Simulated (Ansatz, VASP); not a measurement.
## One calculation of Sb, two programs

The input INCAR:

```
SYSTEM = Sb
ALGO = Normal ; EDIFF = 1E-6
EDIFFG = -0.01 ; ENCUT = 600
GGA = PS ; IBRION = 2
ISIF = 3 ; ISMEAR = 0
LASPH = .True. ; LCHARG = .False.
LREAL = .False. ; LWAVE = .False.
NELM = 60 ; NSW = 80
PREC = Accurate ; SIGMA = 0.1
```

Contents of KPOINTS:

```
k-points
0
Gamma
  16 16 16
  0 0 0
```

File POSCAR:

```
Sb
1.0
   -1.8682937338      1.8682937338      1.8682937338
    1.8682937338     -1.8682937338      1.8682937338
    1.8682937338      1.8682937338     -1.8682937338
Sb
1
Direct
    0.0000000000      0.0000000000      0.0000000000
```

Input for Ansatz:

```yaml
crystal:
  lattice:
    - [-1.8682937338, 1.8682937338, 1.8682937338]
    - [1.8682937338, -1.8682937338, 1.8682937338]
    - [1.8682937338, 1.8682937338, -1.8682937338]
  atoms:
    - { symbol: Sb, position: [0.0, 0.0, 0.0] }
basis:
  ecutwfc: 420
kpoints:
  mp_grid: { grid: [16, 16, 16] }
hamiltonian:
  xc: pbesol
scf:
  occupations: { method: gaussian, width: 0.1 }
output:
  forces: true
  stress: true
  eigenvalues: true
relax:
  adjacent_minimum: "off"
  f_tol: 0.01
  max_steps: 60
  cell: { stress_tol: 0.1 }
```

Alike in both runs: task relaxation of cell and atoms; functional PBEsol; k mesh 16 × 16 × 16; occupations gaussian, width 0.1 eV; no spin polarisation.

|  | VASP | Ansatz |
| --- | --- | --- |
| version | VASP 6.6.1 | Ansatz 0.2.0 |
| potentials or method | VASP PAW PBE potentials, release 64 (Sb) | scalar-relativistic, plane waves, PAW |
| plane-wave cutoff (eV) | 600 | 420 |
| valence electrons in the cell | 5 | 15 |

|  | VASP | Ansatz | Ansatz less VASP |
| --- | --- | --- | --- |
| gap on the k mesh at the Fermi level, each at its own relaxed structure (eV) | none | none | - |
| relaxed volume (Å³/atom) | 25.93 | 25.93 | +0.001 |
| relaxed cell length with the largest relative difference (Å) | 3.230 | 3.230 | 0.0000 |

A gap of «none» marks a metal or a gap that the smearing closes. The two sets of potentials don't hold the same shells in valence.

Caveats: the PAW data sets were made with another functional, which shifts forces and pressure a little (VASP). Spin-orbit coupling is left out, which matters for the levels of Sb.
